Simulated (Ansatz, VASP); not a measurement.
# AlN in VASP and in Ansatz

```xyz
2
Lattice="0.0000 2.0055 2.0055 2.0055 0.0000 2.0055 2.0055 2.0055 0.0000" Properties=species:S:1:pos:R:3 pbc="T T T"
Al    2.0055    2.0055    2.0055
N     0.0000    0.0000    0.0000
```

Measurements of this composition are mostly on another form, of space group No. 186.

Alike in both runs: functional LDA; k mesh 10 × 10 × 10; occupations gaussian, width 0.02 eV; no spin polarisation.

Ansatz relaxed the structure, and its values are those at the end. VASP's run is a single point on that final structure, the one shown.

|  | VASP | Ansatz |
| --- | --- | --- |
| version | VASP 6.6.1 | Ansatz 0.2.0 |
| potentials or method | VASP PAW LDA potentials, release 64 (Al, N) | scalar-relativistic, plane waves, PAW |
| plane-wave cutoff (eV) | 520 | 420 |
| valence electrons in the cell | 8 | 8 |

|  | VASP | Ansatz | Ansatz less VASP |
| --- | --- | --- | --- |
| gap on the k mesh at the Fermi level (eV) | 4.69 | 4.71 | +0.014 |
| least direct gap on the mesh (eV) | 6.12 | 6.10 | -0.020 |
| pressure (GPa) | 0.7 | 0.0 | -0.65 |

A k mesh can miss the band edges. As with any semilocal functional, this LDA gap is likely too small.
